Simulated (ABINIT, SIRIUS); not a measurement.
Given: the input of a run of SIRIUS 7.10.0 on Ti. This isn't the form of Ti at room conditions, which is hcp.

The input sirius.json:

```json
{
  "control": {
    "processing_unit": "cpu",
    "verbosity": 2,
    "num_bands_to_print": 27,
    "print_forces": true,
    "print_stress": true
  },
  "parameters": {
    "electronic_structure_method": "pseudopotential",
    "xc_functionals": ["XC_GGA_X_PBE_SOL", "XC_GGA_C_PBE_SOL"],
    "gk_cutoff": 9.2,
    "pw_cutoff": 18.4,
    "ngridk": [7, 7, 9],
    "shiftk": [0, 0, 0],
    "smearing": "fermi_dirac",
    "smearing_width": 0.0018374661,
    "num_bands": 27,
    "num_mag_dims": 0,
    "num_dft_iter": 100,
    "energy_tol": 1e-08,
    "density_tol": 1e-06
  },
  "iterative_solver": {
    "type": "davidson",
    "min_tolerance": 1e-09,
    "tolerance_scale": [0.1, 0.25]
  },
  "mixer": {
    "type": "anderson",
    "beta": 0.7,
    "max_history": 8
  },
  "settings": {
    "tol_ne": 1e-10,
    "pseudo_grid_cutoff": 6.5
  },
  "unit_cell": {
    "lattice_vectors": [
      [8.631087538343, 0.0, 0.0],
      [-4.315543769172, 7.474741070482, 0.0],
      [0.0, 0.0, 5.340827631593]
    ],
    "atom_coordinate_units": "lattice",
    "atom_types": ["Ti"],
    "atom_files": {
      "Ti": "Ti.json"
    },
    "atoms": {
      "Ti": [
        [0.6666666667, 0.3333333333, 0.5],
        [0.3333333333, 0.6666666667, 0.5],
        [0.0, 0.0, 0.0]
      ]
    }
  }
}
```

Potentials or basis: PseudoDojo 0.4.1 PBEsol standard (scalar relativistic).

The run is started by

```console
$ upf_to_json Ti.upf
$ OMP_NUM_THREADS=1 sirius.scf --input=sirius.json --output=out.json --task=0
```

Problem. Set up the same calculation for ABINIT 10.8.3 (patched build). Potentials or basis there: PseudoDojo NC SR PBEsol v0.4.1 standard, cutoff 1143 eV.

Solution. As run (cutoffs and basis follow the program's own potentials, and thresholds, step limits or extra output files can differ):

File run.abi:

```
# Pseudopotentials
pp_dirpath "./"
pseudos "Ti.upf"

# Structure
acell 4.5673748306 4.5673748306 2.82624427 Angstrom
rprim
     1.0000000000     0.0000000000     0.0000000000
    -0.5000000000     0.8660254038     0.0000000000
     0.0000000000     0.0000000000     1.0000000000
ntypat 1
znucl 22
natom 3
typat 1 1 1
xred
     0.6666666667     0.3333333333     0.5000000000
     0.3333333333     0.6666666667     0.5000000000
     0.0000000000     0.0000000000     0.0000000000

# Plane-wave basis
ecut 42.0

# k points
kptopt 1
ngkpt 7 7 9
nshiftk 1
shiftk 0.0 0.0 0.0

# Exchange and correlation
ixc -116133

# Bands and occupations
nband 22
occopt 3
tsmear 0.00183747

# SCF cycle
nstep 100
tolvrs 1.0e-10

# Output
iomode 3
prtwf 0
prteig 0
prtebands 0
enunit 1
prtden 1
prtvha 1
prtvclmb 1
prtpot 1
prtelf 1
```

Potentials or basis: PseudoDojo NC SR PBEsol v0.4.1 standard.

Run with:

```console
$ abinit run.abi > log 2>&1
```

Both were run:

|  | SIRIUS | ABINIT |
| --- | --- | --- |
| Pressure | -3.7 GPa | -3.7 GPa |

Pressure is positive in compression.
